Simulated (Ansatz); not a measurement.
# Sb under changes of volume

One of the cells (29.904 Å³/atom); the others are scaled copies at fixed shape and fractional positions:

```
CELL_PARAMETERS angstrom
3.12240 0.00000 0.00000
0.00000 4.34752 0.00000
-0.03891 0.00000 4.40585
ATOMIC_POSITIONS crystal
Sb 0.01139 0.25000 0.24117
Sb 0.98861 0.75000 0.75883
```

This isn't the form of Sb at room conditions, which is rhombohedral.

| Quantity | Value |
| --- | --- |
| Program | Ansatz 0.2.0 |
| Functional | PBEsol |
| Potentials or basis | all-electron LAPW, scalar-relativistic |
| Cutoff | 222 eV (chosen from the basis error) |
| Basis error allowed | 0.0005 eV/atom |
| k mesh | 9 × 6 × 6 |
| Occupations | fermi-dirac, width 0.05 eV |
| Spin | no spin polarisation |

| volume (Å³/atom) | energy over the lowest point (meV/atom) | pressure (GPa) | largest force (eV/Å) |
| --- | --- | --- | --- |
| 28.110 | 2.63 | 1.4 | 0.140 |
| 28.708 | 0.00 | 0.1 | 0.103 |
| 29.306 | 2.14 | -1.1 | 0.071 |
| 29.904 | 8.50 | -2.2 | 0.046 |
| 30.502 | 18.60 | -3.2 | 0.032 |
| 31.100 | 32.01 | -4.0 | 0.039 |
| 31.698 | ? | ? | ? |

Q: What does the run at 31.698 Å³/atom give?

A: Energy over the lowest point 48.37 meV/atom; pressure -4.8 GPa; largest force 0.056 eV/Å.

Worked out: A Birch-Murnaghan fit of order 3 (a polynomial in V^(-2/3)) to the other rows has its minimum at 28.73 Å³/atom with B0 = V·E''(V) = 61 GPa and B' = 4.8 at fixed shape and positions, which overstates the stiffness. It gives 48.35 meV/atom at 31.698 Å³/atom, against the run's 48.37, and -dE/dV = -4.7 GPa, against -4.8.

Energies are extrapolated to zero smearing.
